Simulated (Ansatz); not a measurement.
CdS, 2 atoms in the cell. Symmetry: P3m1, No. 156, trigonal system. The conventional cell has a = 4.261 Å, b = 4.261 Å, c = 5.804 Å, α = 90.00°, β = 90.00°, γ = 120.00°. Cd (site symmetry 3m) has 3 S at 2.46 Å as nearest neighbours. Around S (site symmetry 3m) lie 3 Cd at 2.46 Å. Measurements of this composition are mostly on another form, of space group No. 186.

```yaml
Program: Ansatz 0.2.0
Task: single point
Functional: PBE
Potentials_or_basis: Ansatz PAW
Cutoff: "420 eV (not typed: the program's choice for these potentials)"
k_mesh: 7 × 7 × 5
Occupations: gaussian, width 0.021 eV
Spin: no spin polarisation
```

Potentials or basis: Ansatz PAW.

The run is started by

```sh
$ ansatz run input.yaml --threads 2 --pin off --max-ram 5632MiB --backend cpu --events-out ev --progress --plain --runs-dir out
```

Hardware: 2 threads of Arm Neoverse V2, on a shared host.

Task: How long does it take, and how much memory?

Result: Run time: 2.8 s on 2 threads of Arm Neoverse V2 (shared host), peak memory 0.37 GiB. Counts: scf iterations 6, plane waves 1765, k points 32, bands 17.
